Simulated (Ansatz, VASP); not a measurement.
**Two plane-wave programs on NaHF2**

```
Na H F
1.0
     1.73676    1.00272    4.60888
    -1.73676    1.00272    4.60888
     0.00000   -2.00544    4.60888
Na H F
1 1 2
Direct
  0.00000 0.00000 0.00000
  0.50000 0.50000 0.50000
  0.41729 0.41729 0.41729
  0.58271 0.58271 0.58271
```

Alike in both runs: task relaxation of cell and atoms; functional PBEsol; k mesh 9 × 9 × 9; occupations gaussian, width 0.02 eV; no spin polarisation.

|  | VASP | Ansatz |
| --- | --- | --- |
| version | VASP 6.6.1 | Ansatz 0.2.0 |
| potentials or method | VASP PAW PBE potentials, release 64 (Na_pv, H, F) | scalar-relativistic, plane waves, PAW |
| plane-wave cutoff (eV) | 600 | 420 |
| valence electrons in the cell | 22 | 24 |

|  | VASP | Ansatz | Ansatz less VASP |
| --- | --- | --- | --- |
| gap on the k mesh at the Fermi level, each at its own relaxed structure (eV) | 6.91 | 6.91 | -0.002 |
| relaxed volume (Å³/atom) | 11.89 | 11.99 | +0.095 |
| relaxed cell length with the largest relative difference (Å) | 5.002 | 4.999 | -0.0036 |

The two sets of potentials don't hold the same shells in valence.

Caveats: the PAW data sets were made with another functional, which shifts forces and pressure a little (VASP); an odd mesh through Γ misses points on the zone boundary, where band edges often lie.
